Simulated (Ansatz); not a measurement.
Runs of Ansatz 0.2.0 on Pb. The structure is cubic, space group Fm-3m (No. 225). The conventional cell has a = 4.950 Å, b = 4.950 Å, c = 4.950 Å, α = 90.00°, β = 90.00°, γ = 90.00°. Pb (site symmetry m-3m) is surrounded by 12 Pb at 3.50 Å. 

| task | level | cell | k mesh | cutoff (eV) | smearing | basis error allowed | mesh quality | gap on the mesh (eV) | pressure (GPa) |
| --- | --- | --- | --- | --- | --- | --- | --- | --- | --- |
| single point | PBE | as given | 9 × 9 × 9 | 154 | gaussian 0.026 eV | 0.001 eV/atom | not flagged | none | (a) |
| relaxation of the atoms | BLYP+D4 | atoms relaxed from: cell strained at random at fixed volume | 9 × 9 × 10 | - | fermi-dirac 0.05 eV | 0.001 eV/atom | not flagged | - | 2.0 |
| single point | PBE | as given | 4 × 4 × 4 | 135 | fermi-dirac 0.04 eV | 0.003 eV/atom | coarse | none | 1.9 |
| relaxation of cell and atoms | RPBE+D3(BJ) | relaxed | 9 × 9 × 9 | - | fermi-dirac 0.05 eV | 0.001 eV/atom | not flagged | - | 0.0 |
| density of states | BLYP+D4 | as given | 9 × 9 × 9 | 154 | tetrahedron | 0.001 eV/atom | not flagged | none | 2.1 |

Alike in all rows: potentials or basis all-electron LAPW, scalar-relativistic; no spin polarisation.

Problem. Estimate the missing entries.

Solution. (a) 2.3.

Caveats: some runs use coarse meshes; the k mesh is thin for a metal, which can move the energy by tens of meV per atom (some runs); the program warned that the printed levels may be off, so bands, gaps and densities of states are rough (some runs); pairwise dispersion overbinds metals, which lowers pressure and volume (some runs).

A k mesh can miss the band edges, and the runs leave out spin-orbit coupling on Pb.

A gap of «none» marks a metal or a gap under the smearing width.

Not every run made on this cell is shown here.
